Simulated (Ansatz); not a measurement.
TiTe:

```
Ti Te
1.0
     0.00000    3.05007    3.05007
     3.05007    0.00000    3.05007
     3.05007    3.05007    0.00000
Ti Te
1 1
Cartesian
  3.0501 3.0501 3.0501
  0.0000 0.0000 0.0000
```

The cell comes from a database or a generator and needn't be the stable form of this composition.

```yaml
Program: Ansatz 0.2.0
Task: relaxation of cell and atoms
Functional: RPBE
Potentials_or_basis: Ansatz PAW
Cutoff: "420 eV (not typed: the program's choice for these potentials)"
k_mesh: 8 × 8 × 8
Occupations: fermi-dirac, width 0.05 eV
Spin: no spin polarisation
```

At the start: volume 28.37 Å³/atom.

Q: How do energy, volume and symmetry change on relaxing?

A: It ends after 6 steps and the volume is 23.22 Å³/atom (-18.2 %); space group Fm-3m (No. 225, to 0.05 Å).

The path:
| step | energy change (eV) | largest force (eV/Å) | volume (Å³) |
| --- | --- | --- | --- |
| 1 | 0.0000 | 0.0000 | 56.75 |
| 2 | -0.3273 | 0.0000 | 48.85 |
| 3 | -0.3472 | 0.0000 | 45.36 |
| 4 | -0.3530 | 0.0000 | 46.49 |
| 5 | -0.3530 | 0.0000 | 46.44 |
| 6 | -0.3513 | 0.0000 | 46.44 |

Final structure:
```xyz
2
Lattice="0.0000 2.8529 2.8529 2.8529 0.0000 2.8529 2.8529 2.8529 0.0000" Properties=species:S:1:pos:R:3 pbc="T T T"
Ti    2.8529    2.8529    2.8529
Te    0.0000    0.0000    0.0000
```

Caveat: the volume moved by over 15 % at a fixed basis, so the end points are rough; the plane-wave basis is chosen anew once the cell has moved, so the energies of steps on either side of that aren't comparable; the PAW data sets come from PBE, with cores solved anew for the run's functional, which leaves a small shift of forces and pressure.
